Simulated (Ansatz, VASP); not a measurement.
One calculation of BN, two programs

```
B N
1.0
     0.00000    1.83888    1.83888
     1.83888    0.00000    1.83888
     1.83888    1.83888    0.00000
B N
1 1
Direct
  0.00000 0.00000 0.00000
  0.25000 0.25000 0.25000
```

Alike in both runs: task single point; functional HSE06; k mesh 4 × 4 × 4; occupations fermi-dirac, width 0.05 eV; no spin polarisation.

|  | VASP | Ansatz |
| --- | --- | --- |
| version | VASP 6.6.1 | Ansatz 0.2.0 development build |
| potentials or method | VASP PAW PBE potentials, release 64 (B, N) | plane waves, PAW datasets (hand-made set) |
| plane-wave cutoff (eV) | 520 | 870 |
| valence electrons in the cell | 8 | 8 |

```csv
,VASP,Ansatz,Ansatz less VASP
gap on the k mesh at the Fermi level (eV),5.73,5.73,+0.008
```

The functional is the same, so the differences come from potentials, cutoffs and numerics.

Caveats: the k mesh is coarse (spacing up to 0.74 Å⁻¹), so the values aren't converged, least of all with exact exchange. A k mesh can miss the band edges.
